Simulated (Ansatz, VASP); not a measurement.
# One calculation of Ga, two programs

```xyz
3
Lattice="4.7017 0.0000 0.0000 -2.3508 4.0718 0.0000 0.0000 0.0000 2.8213" Properties=species:S:1:pos:R:3 pbc="T T T"
Ga    0.0000    0.0000    0.0000
Ga    0.0000    2.7145    1.4106
Ga    2.3508    1.3573    1.4106
```

Alike in both runs: functional PBEsol; k mesh 6 × 6 × 6; occupations gaussian, width 0.1 eV; no spin polarisation.

Ansatz relaxed the structure, and its values are those at the end. VASP's run is a single point on that final structure, the one shown.

|  | VASP | Ansatz |
| --- | --- | --- |
| version | VASP 6.6.1 | Ansatz 0.2.0 |
| potentials or method | VASP PAW PBE potentials, release 64 (Ga_d) | scalar-relativistic, plane waves, PAW |
| plane-wave cutoff (eV) | 520 | 420 |
| valence electrons in the cell | 39 | 39 |

Ansatz gave:

* gap on the k mesh at the Fermi level (eV): none
* pressure (GPa): 0.0

Task: Estimate VASP's values.

Result: gap on the k mesh at the Fermi level (eV): none; pressure (GPa): 0.1.

A gap of «none» marks a metal or a gap that the smearing closes.

Caveats: the k mesh is coarse (spacing up to 0.37 Å⁻¹), so the values aren't converged; the PAW data sets were made with another functional, which shifts forces and pressure a little (VASP).
